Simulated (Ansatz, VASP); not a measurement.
# Cs in VASP and in Ansatz

```xyz
1
Lattice="-3.0981 3.0981 3.0981 3.0981 -3.0981 3.0981 3.0981 3.0981 -3.0981" Properties=species:S:1:pos:R:3 pbc="T T T"
Cs    0.0000    0.0000    0.0000
```

Change from the starting cell: strain +0.025 along x and y, +0.025 along z, atoms carried along.

Alike in both runs: task single point; functional PBE; k mesh 12 × 12 × 12; occupations gaussian, width 0.15 eV; no spin polarisation.

```csv
,VASP,Ansatz
version,VASP 6.6.1,Ansatz 0.2.0
potentials or method,"VASP PAW PBE potentials, release 64 (Cs_sv)","scalar-relativistic, plane waves, PAW"
plane-wave cutoff (eV),520,420
valence electrons in the cell,9,9
```

```csv
,VASP,Ansatz,Ansatz less VASP
gap on the k mesh at the Fermi level (eV),none,none,-
pressure (GPa),0.0,0.0,+0.01
```

A gap of «none» marks a metal or a gap that the smearing closes. The functional is the same, so the differences come from potentials, cutoffs and numerics.

The runs have no spin-orbit coupling, so splittings on Cs are missing.
